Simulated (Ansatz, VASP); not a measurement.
# SiC2 in VASP and in Ansatz

```
Si C
1.0
     2.47365    0.00000    0.00000
    -1.23683    2.14225    0.00000
     0.00000    0.00000    8.45369
Si C
1 2
Direct
  0.00000 0.00000 0.00000
  0.33333 0.66667 0.50000
  0.66667 0.33333 0.50000
```

Alike in both runs: task relaxation of cell and atoms; functional PBE; k mesh 24 × 24 × 6; occupations gaussian, width 0.1 eV; no spin polarisation.

```csv
,VASP,Ansatz
version,VASP 6.6.1,Ansatz 0.2.0
potentials or method,"VASP PAW PBE potentials, release 64 (Si, C)","scalar-relativistic, plane waves, PAW"
plane-wave cutoff (eV),600,420
valence electrons in the cell,12,12
```

Ansatz gave:

```
gap on the k mesh at the Fermi level, each at its own relaxed structure (eV) : none
relaxed volume (Å³/atom)                                                     : 15.90
relaxed cell length with the largest relative difference (Å)                 : 9.021
```

Problem. Estimate VASP's values.

Solution. gap on the k mesh at the Fermi level, each at its own relaxed structure (eV): none; relaxed volume (Å³/atom): 14.97; relaxed cell length with the largest relative difference (Å): 8.496.

A gap of «none» marks a metal or a gap that the smearing closes. One of these differences is far larger than is usual between the two programs; its cause wasn't traced.

Caveats: this functional lacks dispersion, which binds the layers, so the pressure and a relaxed spacing across them are unreliable.
